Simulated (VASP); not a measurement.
A run of VASP 6.6.1 is set up as follows.

The input INCAR:

```
SYSTEM = Ti2O
ALGO = Normal
EDIFF = 1E-7
ENCUT = 520
GGA = CA
ISIF = 2
ISMEAR = -1
LASPH = .True.
LCHARG = .True.
LELF = .True.
LREAL = .False.
LVHAR = .True.
LWAVE = .False.
NELM = 60
PREC = Accurate
SIGMA = 0.05
```

The input KPOINTS:

```
k-points
0
Gamma
  10 10 6
  0 0 0
```

Contents of POSCAR:

```
Ti2O
1.0
    2.9194000000      0.0000000000      0.0000000000
   -1.4597000000      2.5282745638      0.0000000000
    0.0000000000      0.0000000000      4.7130000000
Ti O
2 1
Direct
    0.3333333333      0.6666666667      0.7212600000
    0.6666666667      0.3333333333      0.2787400000
    0.0000000000      0.0000000000      0.0000000000
```

Potentials or basis: VASP PAW LDA potentials, release 64 (Ti_sv, O).

Run with:

```bash
$ cat potpaw_LDA.64/Ti_sv/POTCAR potpaw_LDA.64/O/POTCAR > POTCAR
$ mpirun -np 1 vasp_std > vasp.out
```

Problem. What does it give for the pressure?

Solution. -1.2 GPa.

Problem. Predict the band gap on the k mesh.

Solution. None (metal or under the smearing width).

Problem. Predict the largest force.

Solution. 1.406 eV/Å.

Stress tensor (GPa, compression positive):
```
-2.59  0.00  0.00
 0.00 -2.59  0.00
 0.00  0.00  1.59
```

Caveat: semilocal functionals often make such compounds metallic where correlation or magnetic order opens a gap, which also shifts bond lengths; forces of over 1 eV/Å show positions far from the minimum, so gaps and moduli don't describe the material at rest.
